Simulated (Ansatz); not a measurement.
## What a change of settings does: Sb (hcp type)

First run: DFT, PBE, PAW with Ansatz's default frozen-core files, scalar-relativistic (Ansatz 0.2.0).

Command: `ansatz run input.yaml --threads 1 --pin off --max-ram 2048MiB --backend cpu --events-out ev --progress --plain --runs-dir out` It took 9.5 s on 1 thread of Intel(R) Xeon(R) CPU @ 2.60GHz (Ice Lake), on a shared host, peak memory 0.41 GiB.

```yaml
crystal:
  lattice:
    - [3.1551020418, 0.0, 0.0]
    - [-1.5775510209, 2.7323985197, 0.0]
    - [0.0, 0.0, 4.83650172]
  atoms:
    - { symbol: Sb, position: [0.3333333333, 0.6666666667, 0.25] }
    - { symbol: Sb, position: [0.6666666667, 0.3333333333, 0.75] }
kpoints:
  mp_grid: { grid: [13, 13, 7] }
scf:
  occupations: { method: fermi_dirac, width: 0.05 }
hamiltonian:
  xc: pbe
  pseudopotentials: { kind: paw }
output:
  forces: true
  stress: true
relax:
  f_tol: 0.005
  max_steps: 30
  cell: { stress_tol: 0.15, fix: [volume] }
```

The cell comes from a relaxation on PAW files under the same functional, begun from a prototype that needn't be the stable phase.

This run: shape and atoms relaxed at 0.76 of the base cell's volume.

It converges in 19 SCF iterations over all geometries at a pressure of 30.3 GPa, ending at 20.85 Å³/atom, cutoff 420 eV.

The input is then changed:

```diff
   pseudopotentials: { kind: paw }
+  dispersion: d3bjatm
 output:
```

Problem. What does the second run give?

Solution. It converges in 17 SCF iterations over all geometries at a pressure of 25.7 GPa, ending at 20.85 Å³/atom, cutoff 420 eV.
